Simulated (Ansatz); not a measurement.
**Phases of ZnS at 120 GPa**

Structure types of ZnS are relaxed in primitive cells with their symmetry kept at 120 GPa, on PAW files; LAPW relaxes the small cells further and takes the PAW cell for the others (marked *). The enthalpy is E + pV at zero temperature, without zero-point motion. Only the types listed were tried, and differences under about 5 meV/atom are mesh noise. The real phase may be another.

Computed with Ansatz 0.2.0; functional PBE, scalar-relativistic. Settings: Fermi–Dirac smearing of 0.08 eV, no spin polarisation. Methods: LAPW: all electrons, basis error target 0.5 meV/atom; PAW: frozen-core files, cutoff 420 eV.

k meshes: rocksalt 17×17×17, CsCl 16×16×16, zincblende 14×14×14, wurtzite 11×11×6, NiAs 12×12×7.

```json
{"start type": "rocksalt", "ends as": "rocksalt, Fm-3m", "a, b, c (Å)": "4.351, 4.351, 4.351", "V (Å³/atom)": "10.29", "H − H(lowest), LAPW (meV/atom)": "0.0"}
{"start type": "CsCl", "ends as": "CsCl, Pm-3m", "a, b, c (Å)": "2.693, 2.693, 2.693", "V (Å³/atom)": "9.77", "H − H(lowest), LAPW (meV/atom)": "271.1"}
{"start type": "zincblende", "ends as": "zincblende, F-43m", "a, b, c (Å)": "4.559, 4.559, 4.559", "V (Å³/atom)": "11.84", "H − H(lowest), LAPW (meV/atom)": "?"}
{"start type": "wurtzite*", "ends as": "distorted wurtzite, P6_3mc", "a, b, c (Å)": "2.934, 2.934, 6.111", "V (Å³/atom)": "11.39", "H − H(lowest), LAPW (meV/atom)": "?"}
{"start type": "NiAs*", "ends as": "NiAs, P6_3/mmc", "a, b, c (Å)": "3.022, 3.022, 5.252", "V (Å³/atom)": "10.38", "H − H(lowest), LAPW (meV/atom)": "120.7"}
```

Fill in "H − H(lowest), LAPW (meV/atom)" for the row "zincblende".

1231.9.

Fill in "H − H(lowest), LAPW (meV/atom)" for the row "wurtzite*".

1140.3.

Split the lead of rocksalt over NiAs into energy and pV.

For NiAs less rocksalt: ΔE = +54.8 meV/atom, and p·ΔV = 120 GPa × +0.0880 Å³ × 6.242 meV/(GPa·Å³) = +65.9 meV/atom, together 120.7 meV/atom. rocksalt wins on both counts.
